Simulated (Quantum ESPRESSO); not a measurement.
# Pd: phonons with PBE

Crystal: Pd.

```
Pd
1.0
     0.00000    1.94650    1.94650
     1.94650    0.00000    1.94650
     1.94650    1.94650    0.00000
Pd
1
Direct
  0.00000 0.00000 0.00000
```

```
Program             : Quantum ESPRESSO 7.5
Task                : phonons
Functional          : PBE
Potentials or basis : GBRV 1.5 PBE
Cutoff              : 612 eV
Density cutoff      : 4898 eV
k mesh              : 10 × 10 × 10
Occupations         : cold, width 0.2 eV
Spin                : no spin polarisation
Target pressure     : 10 GPa
Mixing beta         : 0.5
Most SCF iterations : 120
SCF threshold       : 2e-10 Ry
```

* Relaxed volume: 14.56 Å³/atom
* Relaxed cell: a = 2.741 Å, b = 2.741 Å, c = 2.741 Å, α = 60.00°, β = 60.00°, γ = 60.00°
* Space group after relaxing (to 0.05 Å): Fm-3m (No. 225)
* Pressure after relaxing: 10.0 GPa
* Band gap on the k mesh: none (metal or under the smearing width)
* Highest phonon frequency at the q point run: 227 cm⁻¹

Step by step:
```csv
step,energy change (eV),largest force (eV/Å),pressure (GPa),volume (Å³)
1,0.0000,0.0000,7.15,14.75
2,0.0116,0.0000,10.35,14.54
3,0.0101,0.0000,9.98,14.56
4,0.0102,0.0000,10.00,14.56
```

Final structure:
```xyz
1
Lattice="0.0000 1.9380 1.9380 1.9380 0.0000 1.9380 1.9380 1.9380 0.0000" Properties=species:S:1:pos:R:3 pbc="T T T"
Pd    0.0000    0.0000    0.0000
```

Levels at points of the mesh, in eV from the Fermi level:
| k point | band 5 | band 6 | band 7 | band 8 | band 9 | band 10 | band 11 | band 12 |
| --- | --- | --- | --- | --- | --- | --- | --- | --- |
| (0.00, 0.00, 0.00) | -2.92 | -2.92 | -2.92 | -1.27 | -1.27 | 17.91 | 22.76 | 22.76 |
| (0.00, 0.00, -0.50) | -2.97 | -2.97 | -0.04 | -0.04 | 0.96 | 7.42 | 17.13 | 21.82 |
| (0.00, -0.50, -0.50) | -5.23 | -0.06 | 0.29 | 0.29 | 3.34 | 10.90 | 13.49 | 13.49 |

Phonon frequencies in cm⁻¹ (negative: imaginary):
| q point | frequencies |
| --- | --- |
| (0.500, 0.250, 0.750) | 173 227 227 |

Phonon modes at q = (0.500, 0.250, 0.750) in reciprocal lattice units:
```
mode  symmetry  cm⁻¹
   1       B_2   173
   2         E   227
   3         E   227
```

Wall time 2.7 min on 1 thread of Arm Neoverse V2, on a shared host, peak memory 0.09 GiB.

Caveat: the mesh is thin for the phonons of a metal; the cell is more than 3 GPa from zero pressure, which shifts response properties; the q point doesn't lie on the k mesh, which can shift a metal's frequencies strongly unless the mesh is converged.
